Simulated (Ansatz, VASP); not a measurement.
## Al: VASP beside Ansatz

File INCAR:

```
PREC = Accurate
ENCUT = 520
EDIFF = 1E-6
ISMEAR = 0
SIGMA = 0.15
LREAL = F
LASPH = T
NELM = 100
ALGO = Fast
ISIF = 2
LWAVE = F
LCHARG = T
GGA = PS
LELF = T
LVHAR = T
NBANDS = 8
```

The input KPOINTS:

```
regular mesh
0
Gamma
  20 20 20
```

File POSCAR:

```
Al
1.0
   -1.6389552507      1.6389552507      1.5912186900
    1.6389552507     -1.6389552507      1.5912186900
    1.6389552507      1.6389552507     -1.5912186900
Al
1
Direct
    0.0000000000      0.0000000000      0.0000000000
```

Input for Ansatz:

```yaml
crystal:
  lattice:
    - [-1.6389552507, 1.6389552507, 1.59121869]
    - [1.6389552507, -1.6389552507, 1.59121869]
    - [1.6389552507, 1.6389552507, -1.59121869]
  atoms:
    - { symbol: Al, position: [0.0, 0.0, 0.0] }
basis:
  ecutwfc: 420
kpoints:
  mp_grid: { grid: [20, 20, 20] }
hamiltonian:
  xc: pbesol
scf:
  occupations: { method: gaussian, width: 0.15 }
output:
  forces: true
  stress: true
  eigenvalues: true
```

Change from the starting cell: strain +0.0300 x Voigt [1, 1, 0, 0, 0, 0], atoms carried along.

Alike in both runs: task single point; functional PBEsol; k mesh 20 × 20 × 20; occupations gaussian, width 0.15 eV; no spin polarisation.

```csv
,VASP,Ansatz
version,VASP 6.6.1,Ansatz 0.2.0
potentials or method,"VASP PAW PBE potentials, release 64 (Al)","scalar-relativistic, plane waves, PAW"
plane-wave cutoff (eV),520,420
valence electrons in the cell,3,3
```

```csv
,VASP,Ansatz,Ansatz less VASP
gap on the k mesh at the Fermi level (eV),none,none,-
pressure (GPa),-2.1,-2.1,-0.05
largest component of the traceless stress (GPa),0.62,0.62,-0.003
```

A gap of «none» marks a metal or a gap that the smearing closes. The functional is the same, so the differences come from potentials, cutoffs and numerics.

Caveats: the PAW data sets were made with another functional, which shifts forces and pressure a little (VASP).
